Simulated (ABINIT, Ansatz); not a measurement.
# MgO (Fm-3m): G0W0 on several meshes in ABINIT

Wanted: mesh dependence and cost of G0W0 for MgO (Fm-3m).

Method: PBE and many-body steps on it, plane waves, in ABINIT 10.8.3.

### Step 1. The structure

Symmetry: Fm-3m, No. 225, cubic system. Conventional cell: a = 4.194 Å, b = 4.194 Å, c = 4.194 Å, α = 90.00°, β = 90.00°, γ = 90.00°. Mg has 6 O at 2.10 Å nearest. O has 6 Mg at 2.10 Å nearest. Farther neighbours and most contacts between anions are not listed.

The cell and positions are those that the Materials Project relaxed with its own functionals (PBE, PBE+U or r2SCAN), kept fixed.

### Step 2. Empty states on the mesh, 8×8×8 mesh, 351 bands

This step: ABINIT 10.8.3; DFT, PBE, plane waves, norm-conserving pseudopotentials.

The sums over transitions need many empty states on a uniform mesh; this step solves for them.

File run.abi:

```
acell 3*1.0 Angstrom
rprim 
  -0.000000000000 2.097001392700 2.097001392700
  2.097001392700 -0.000000000000 2.097001392700
  2.097001392700 2.097001392700 -0.000000000000
ntypat 2
znucl 12 8
natom 2
typat 1 2
xred 
  0.000000000000 0.000000000000 0.000000000000
  0.500000000000 0.500000000000 0.500000000000
pp_dirpath "pseudos"
pseudos "Mg.upf, O.upf"
ecut 38
ngkpt 8 8 8
nshiftk 1
shiftk 0 0 0
kptopt 1
chksymbreak 0
irdden 1
istwfk *1
nband 351
prtvol 0
optdriver 6
gwr_task "HDIAGO"
paral_kgb 0
occopt 1
indata_prefix "in"
outdata_prefix "out"
tmpdata_prefix "tmp"
```

The run is started by

```console
OMP_NUM_THREADS=1 mpirun -n 4 abinit run.abi > log
```

Output:

```text
.Version 10.8.3 of ABINIT. v10.8.2 released Aug 2026.

 Symmetries : space group Fm -3 m (#225); Bravais cF (face-center cubic)
[... echo of the input left out ...]
== DATASET  1 ==================================================================
-   mpi_nproc: 4, omp_nthreads: 1 (-1 if OMP is not activated)

--- !DatasetInfo
iteration_state: {dtset: 1, }
dimensions: {natom: 2, nkpt: 29, mband: 351, nsppol: 1, nspinor: 1, nspden: 1, mpw: 1411, }
cutoff_energies: {ecut:  38.0, pawecutdg:  -1.0, }
[...]
Direct band gap semiconductor
 Fundamental gap:     4.895 (eV)
   VBM:     4.841 (eV) at k: [ 0.0000E+00,  0.0000E+00,  0.0000E+00]
   CBM:     9.736 (eV) at k: [ 0.0000E+00,  0.0000E+00,  0.0000E+00]
 Direct gap:         4.895 (eV) at k: [ 0.0000E+00,  0.0000E+00,  0.0000E+00]

== END DATASET(S) ==============================================================
================================================================================

 -outvars: echo values of variables after computation  --------
           etotal      0.0000000000E+00
            nband         351
             nkpt          29
          spgroup         225
 [... the other variables as echoed above ...]

 Calculation completed.
```

The job ended after 22 s (4 MPI ranks of Arm Neoverse V1, shared host; peak memory 0.76 GiB; 88 s of CPU time).

This step gave:

* gap: 4.895 eV
* k of the valence top: 0, 0, 0
* k of the conduction bottom: 0, 0, 0
* least direct gap: 4.895 eV
* k points computed: 29
* lowest point of the top converged band, above the valence top: 385.1067 eV

On this mesh the gap is 4.895 eV.

The density comes from a self-consistent run that is not shown.

### Step 3. Screening, 8×8×8 mesh, 144 bands, screening to 283 eV

The RPA dielectric matrix is built and inverted for each q.

This step: RPA screening on PBE, plane waves, norm-conserving pseudopotentials.

Changes to run.abi since step 2:

```diff
@@ -20,10 +20,11 @@
 chksymbreak 0
-irdden 1
 istwfk *1
-nband 351
-prtvol 0
-optdriver 6
-gwr_task "HDIAGO"
-paral_kgb 0
 occopt 1
+irdwfk 1
+optdriver 3
+nband 144
+ecuteps 10.4
+inclvkb 2
+awtr 1
+symchi 1
 indata_prefix "in"
```

Output:

```text
.Version 10.8.3 of ABINIT. v10.8.2 released Aug 2026.

 Symmetries : space group Fm -3 m (#225); Bravais cF (face-center cubic)
[... echo of the input left out ...]
== DATASET  1 ==================================================================
-   mpi_nproc: 4, omp_nthreads: 1 (-1 if OMP is not activated)

--- !DatasetInfo
iteration_state: {dtset: 1, }
dimensions: {natom: 2, nkpt: 29, mband: 144, nsppol: 1, nspinor: 1, nspden: 1, mpw: 1411, }
cutoff_energies: {ecut:  38.0, pawecutdg:  -1.0, }
electrons: {nelect:   1.60000000E+01, charge:   0.00000000E+00, occopt:   1.00000000E+00, tsmear:   1.00000000E-02, }

 SCREENING: Calculation of the susceptibility and dielectric matrices

 Based on a program developped by R.W. Godby, V. Olevano, G. Onida, and L. Reining.
 Incorporated in ABINIT by V. Olevano, G.-M. Rignanese, and M. Torrent.
.Using double precision arithmetic ; gwpc =  8

[... cell and pseudopotentials left out ...]
--------------------------------------------------------------------------------

 ==== K-mesh for the wavefunctions ====
 Number of points in the irreducible wedge :    29
[... list of points left out ...]
 Together with 48 symmetry operations and time-reversal symmetry
 yields   512 points in the full Brillouin Zone.

 ==== Q-mesh for the screening function ====
 Number of points in the irreducible wedge :    29
[... list of points left out ...]
 Together with 48 symmetry operations and time-reversal symmetry
 yields   512 points in the full Brillouin Zone.

 setmesh: FFT mesh size selected  =    24x   24x   24
          total number of points  =        13824

 vcoul_init : cutoff-mode = AUXILIARY_FUNCTION
 q-points for optical limit:   1
     1)      0.000010    0.000020    0.000030

- screening: taking advantage of time-reversal symmetry
- Maximum band index for partially occupied states nbvw = 8
- Remaining bands to be divided among processors   nbcw = 136
- Number of bands treated by each node ~34

 Number of electrons calculated from density =   16.0000; Expected =   16.0000
 average of density, n =  0.128557
 r_s =    1.2291
 omega_plasma =   34.5863 [eV]

 calculating chi0 at frequencies [eV] :
  1    0.000000E+00    0.000000E+00
  2    0.000000E+00    3.458631E+01

--------------------------------------------------------------------------------
  q-point number  1        q = ( 0.000000, 0.000000, 0.000000) [r.l.u.]
--------------------------------------------------------------------------------
[... chi0 elements left out ...]
 For q-point:  0.000010 0.000020 0.000030
  dielectric constant =   3.0052
  dielectric constant without local fields =   3.2248

  Average fulfillment of the sum rule on Im[epsilon] for q-point    1 :     83.32  [%]
[... wings left out ...]
  q-point number  2        q = ( 0.125000, 0.000000, 0.000000) [r.l.u.]
--------------------------------------------------------------------------------
[... chi0 elements left out ...]
  Average fulfillment of the sum rule on Im[epsilon] for q-point    2 :     95.98  [%]

 [... 27 further q-points ...]
```

Run time: 8.9 min. Hardware: 4 MPI ranks; peak memory 1.7 GiB.

Numbers from this step:

| Quantity | Value |
| --- | --- |
| ε∞ with local fields, on this mesh, along the program's q direction | 3.005 |
| the same without local fields | 3.225 |
| plasma frequency | 34.59 eV |
| plane waves in the screening matrix | 181 |

Local fields lower ε∞ by 7 %.

### Step 4. 8×8×8

The self-energy is evaluated for the states that the input lists, and the levels follow from it, in one-shot runs by the linearised quasiparticle equation.

This step: G0W0 on PBE, plane waves, norm-conserving pseudopotentials.

Changes to run.abi since step 3:

```diff
@@ -23,8 +23,15 @@
 irdwfk 1
-optdriver 3
+optdriver 4
 nband 144
+gwcalctyp 0
+ecutsigx 38
+symsigma 1
+nkptgw 1
+kptgw 
+  0.0000000000 0.0000000000 0.0000000000
+bdgw 
+  6 12
 ecuteps 10.4
-inclvkb 2
-awtr 1
-symchi 1
+irdscr 1
+ppmodel 1
 indata_prefix "in"
```

Output:

```text
.Version 10.8.3 of ABINIT. v10.8.2 released Aug 2026.

 Symmetries : space group Fm -3 m (#225); Bravais cF (face-center cubic)
[... echo of the input left out ...]
== DATASET  1 ==================================================================
-   mpi_nproc: 4, omp_nthreads: 1 (-1 if OMP is not activated)

--- !DatasetInfo
iteration_state: {dtset: 1, }
dimensions: {natom: 2, nkpt: 29, mband: 144, nsppol: 1, nspinor: 1, nspden: 1, mpw: 1411, }
cutoff_energies: {ecut:  38.0, pawecutdg:  -1.0, }
electrons: {nelect:   1.60000000E+01, charge:   0.00000000E+00, occopt:   1.00000000E+00, tsmear:   1.00000000E-02, }

 SIGMA: Calculation of the GW corrections

 Based on a program developped by R.W. Godby, V. Olevano, G. Onida, and L. Reining.
 Incorporated in ABINIT by V. Olevano, G.-M. Rignanese, and M. Torrent.
.Using double precision arithmetic ; gwpc =  8

[... cell and pseudopotentials left out ...]
--------------------------------------------------------------------------------

 ==== K-mesh for the wavefunctions ====
 Number of points in the irreducible wedge :    29
[... list of points left out ...]
 Together with 48 symmetry operations and time-reversal symmetry
 yields   512 points in the full Brillouin Zone.

 ==== Q-mesh for screening function ====
 Number of points in the irreducible wedge :    29
[... list of points left out ...]
 Together with 48 symmetry operations and time-reversal symmetry
 yields   512 points in the full Brillouin Zone.

 vcoul_init : cutoff-mode = AUXILIARY_FUNCTION
 q-points for optical limit:   1
     1)      0.000010    0.000020    0.000030
 setmesh: FFT mesh size selected  =    32x   32x   32
          total number of points  =        32768

 Number of electrons calculated from density =   16.0000; Expected =   16.0000
 average of density, n =  0.128557
 r_s =    1.2291
 omega_plasma =   34.5863 [eV]

 === KS Band Gaps ===
  >>>> For spin  1
   Minimum direct gap =   4.8948 [eV], located at k-point      :   0.0000  0.0000  0.0000
   Fundamental gap    =   4.8948 [eV], Top of valence bands at :   0.0000  0.0000  0.0000
                                       Bottom of conduction at :   0.0000  0.0000  0.0000
 SIGMA fundamental parameters:
 PLASMON POLE MODEL  1
 number of plane-waves for SigmaX                 1411
 number of plane-waves for SigmaC and W            181
 number of plane-waves for wavefunctions          1411
 number of bands                                   144
 number of independent spin polarizations            1
 number of spinorial components                      1
 number of k-points in IBZ                          29
 number of q-points in IBZ                          29
 number of symmetry operations                      48
 number of k-points in BZ                          512
 number of q-points in BZ                          512
 number of frequencies for dSigma/dE                 9
 frequency step for dSigma/dE [eV]                0.25
 number of omega for Sigma on real axis              0
 max omega for Sigma on real axis  [eV]           0.00
 zcut for avoiding poles [eV]                     0.10

 EPSILON^-1 parameters (SCR file):
 dimension of the eps^-1 matrix on file            181
 dimension of the eps^-1 matrix used               181
 number of plane-waves for wavefunctions          1411
 number of bands                                   144
 number of q-points in IBZ                          29
 number of frequencies                               2
 number of real frequencies                          1
 number of imag frequencies                          1

 matrix elements of self-energy operator (all in [eV])

 Perturbative Calculation

--- !SelfEnergy_ee
iteration_state: {dtset: 1, }
kpoint     : [   0.000,    0.000,    0.000, ]
spin       : 1
KS_gap     :    4.895
QP_gap     :    7.247
Delta_QP_KS:    2.352
data: !SigmaeeData |
     Band     E0 <VxcDFT>   SigX SigC(E0)      Z dSigC/dE  Sig(E)    E-E0       E
        6   4.841 -20.153 -25.628   3.615   0.808  -0.238 -21.655  -1.502   3.339
        7   4.841 -20.153 -25.628   3.615   0.808  -0.238 -21.655  -1.502   3.339
        8   4.841 -20.153 -25.628   3.615   0.808  -0.238 -21.655  -1.502   3.339
        9   9.736 -13.562  -8.990  -3.578   0.855  -0.170 -12.712   0.850  10.586
       10  20.877  -9.643  -3.733  -4.674   0.865  -0.156  -8.574   1.069  21.946
       11  20.877  -9.643  -3.733  -4.674   0.865  -0.156  -8.574   1.069  21.946
       12  20.877  -9.643  -3.733  -4.674   0.865  -0.156  -8.574   1.069  21.946

== END DATASET(S) ==============================================================
================================================================================

 -outvars: echo values of variables after computation  --------
           etotal      0.0000000000E+00
            nband         144
             nkpt          29
          spgroup         225
 [... the other variables as echoed above ...]

 Calculation completed.
```

Elapsed: 15 s, on 4 MPI ranks; peak memory 1.4 GiB.

Numbers from this step:

```
G0W0 gap on the points computed              : 7.247 eV
starting gap on the mesh                     : 4.895 eV
k of the valence top                         : 0, 0, 0
k of the conduction bottom                   : 0, 0, 0
Z at the valence top                         : 0.808
Z at the conduction bottom                   : 0.855
least direct G0W0 gap on the computed points : 7.247 eV
```

The gap on the mesh goes from 4.89 eV to 7.25 eV, a correction of +2.35 eV.

### Step 5. Empty states on the mesh, 6×6×6 mesh, 152 bands

This step: DFT, PBE, plane waves, norm-conserving pseudopotentials.

Changes to run.abi since step 4:

```diff
@@ -15,3 +15,3 @@
 ecut 38
-ngkpt 8 8 8
+ngkpt 6 6 6
 nshiftk 1
@@ -20,18 +20,10 @@
 chksymbreak 0
+irdden 1
 istwfk *1
+nband 152
+prtvol 0
+optdriver 6
+gwr_task "HDIAGO"
+paral_kgb 0
 occopt 1
-irdwfk 1
-optdriver 4
-nband 144
-gwcalctyp 0
-ecutsigx 38
-symsigma 1
-nkptgw 1
-kptgw 
-  0.0000000000 0.0000000000 0.0000000000
-bdgw 
-  6 12
-ecuteps 10.4
-irdscr 1
-ppmodel 1
 indata_prefix "in"
```

Output:

```text
[banner, memory and clock lines left out]
.Version 10.8.3 of ABINIT. v10.8.2 released Aug 2026.

 Symmetries : space group Fm -3 m (#225); Bravais cF (face-center cubic)
[... echo of the input left out ...]
== DATASET  1 ==================================================================
-   mpi_nproc: 4, omp_nthreads: 1 (-1 if OMP is not activated)

--- !DatasetInfo
iteration_state: {dtset: 1, }
dimensions: {natom: 2, nkpt: 16, mband: 152, nsppol: 1, nspinor: 1, nspden: 1, mpw: 1411, }
cutoff_energies: {ecut:  38.0, pawecutdg:  -1.0, }
[...]
Integrated=    1.6000E+01

 === KS gaps after direct diagonalization ===
 Direct band gap semiconductor
 Fundamental gap:     4.895 (eV)
   VBM:     4.841 (eV) at k: [ 0.0000E+00,  0.0000E+00,  0.0000E+00]
   CBM:     9.736 (eV) at k: [ 0.0000E+00,  0.0000E+00,  0.0000E+00]
 Direct gap:         4.895 (eV) at k: [ 0.0000E+00,  0.0000E+00,  0.0000E+00]

== END DATASET(S) ==============================================================

 -outvars: echo values of variables after computation  --------
           etotal      0.0000000000E+00
            nband         152
             nkpt          16
          spgroup         225
 [... the other variables as echoed above ...]

 Calculation completed.
```

The job ended after 11 s (4 MPI ranks; peak memory 0.7 GiB; 43 s of CPU time).

This step gave:

```
gap                                                           : 4.895 eV
k of the valence top                                          : 0, 0, 0
k of the conduction bottom                                    : 0, 0, 0
least direct gap                                              : 4.895 eV
k points computed                                             : 16
lowest point of the top converged band, above the valence top : 203.5316 eV
```

On this mesh the gap is 4.895 eV.

### Step 6. Screening, 6×6×6 mesh, 144 bands, screening to 283 eV

This step: RPA screening on PBE, plane waves, norm-conserving pseudopotentials.

Changes to run.abi since step 5:

```diff
@@ -20,10 +20,11 @@
 chksymbreak 0
-irdden 1
 istwfk *1
-nband 152
-prtvol 0
-optdriver 6
-gwr_task "HDIAGO"
-paral_kgb 0
 occopt 1
+irdwfk 1
+optdriver 3
+nband 144
+ecuteps 10.4
+inclvkb 2
+awtr 1
+symchi 1
 indata_prefix "in"
```

Output:

```text
.Version 10.8.3 of ABINIT. v10.8.2 released Aug 2026.

 Symmetries : space group Fm -3 m (#225); Bravais cF (face-center cubic)
[... echo of the input left out ...]
== DATASET  1 ==================================================================
-   mpi_nproc: 4, omp_nthreads: 1 (-1 if OMP is not activated)

--- !DatasetInfo
iteration_state: {dtset: 1, }
dimensions: {natom: 2, nkpt: 16, mband: 144, nsppol: 1, nspinor: 1, nspden: 1, mpw: 1411, }
cutoff_energies: {ecut:  38.0, pawecutdg:  -1.0, }
electrons: {nelect:   1.60000000E+01, charge:   0.00000000E+00, occopt:   1.00000000E+00, tsmear:   1.00000000E-02, }

 SCREENING: Calculation of the susceptibility and dielectric matrices

 Based on a program developped by R.W. Godby, V. Olevano, G. Onida, and L. Reining.
 Incorporated in ABINIT by V. Olevano, G.-M. Rignanese, and M. Torrent.
.Using double precision arithmetic ; gwpc =  8

[... cell and pseudopotentials left out ...]
--------------------------------------------------------------------------------

 ==== K-mesh for the wavefunctions ====
 Number of points in the irreducible wedge :    16
[... list of points left out ...]
 Together with 48 symmetry operations and time-reversal symmetry
 yields   216 points in the full Brillouin Zone.

 ==== Q-mesh for the screening function ====
 Number of points in the irreducible wedge :    16
[... list of points left out ...]
 Together with 48 symmetry operations and time-reversal symmetry
 yields   216 points in the full Brillouin Zone.

 setmesh: FFT mesh size selected  =    24x   24x   24
          total number of points  =        13824

 vcoul_init : cutoff-mode = AUXILIARY_FUNCTION
 q-points for optical limit:   1
     1)      0.000010    0.000020    0.000030

- screening: taking advantage of time-reversal symmetry
- Maximum band index for partially occupied states nbvw = 8
- Remaining bands to be divided among processors   nbcw = 136
- Number of bands treated by each node ~34

 Number of electrons calculated from density =   16.0000; Expected =   16.0000
 average of density, n =  0.128557
 r_s =    1.2291
 omega_plasma =   34.5863 [eV]

 calculating chi0 at frequencies [eV] :
  1    0.000000E+00    0.000000E+00
  2    0.000000E+00    3.458631E+01

--------------------------------------------------------------------------------
  q-point number  1        q = ( 0.000000, 0.000000, 0.000000) [r.l.u.]
--------------------------------------------------------------------------------
[... chi0 elements left out ...]
 For q-point:  0.000010 0.000020 0.000030
  dielectric constant =   3.0179
  dielectric constant without local fields =   3.2379

  Average fulfillment of the sum rule on Im[epsilon] for q-point    1 :     83.29  [%]
[... wings left out ...]
  q-point number  2        q = ( 0.166667, 0.000000, 0.000000) [r.l.u.]
--------------------------------------------------------------------------------
[... chi0 elements left out ...]
  Average fulfillment of the sum rule on Im[epsilon] for q-point    2 :     94.96  [%]

 [... 14 further q-points ...]
```

It took 1.9 min on 4 MPI ranks; peak memory 0.99 GiB; 7.5 min of CPU time.

This step gave:

- ε∞ with local fields, on this mesh, along the program's q direction: 3.018
- the same without local fields: 3.238
- plasma frequency: 34.59 eV
- plane waves in the screening matrix: 181

[end of part 1 of 2]

[Paths, hosts, dates, memory and timing lines, banners, echoed tables and standing remarks are left out of the program output.]

[Logs are printed without paths, hosts, clocks, repeated set-up lines and the standing remarks that a program may print on its own settings, such as how far it seeks lower states.]

[Runs of the session that timed out or met a known fault of the program may be left out.]

[Hosts, paths, dates, database ids (printed as entryN), source tags and the programs' standing remarks are cut or masked in the printed files.]

[G0W0 gaps are taken among the corrected bands and points alone; a level outside them can change the order at an edge.]

[Where Ansatz stands beside ABINIT at settings called matched, ABINIT's density can come from a denser mesh and the files from another edition; pairs whose starting gaps differed by over 0.03 eV were left out, so agreement reads better than it is.]
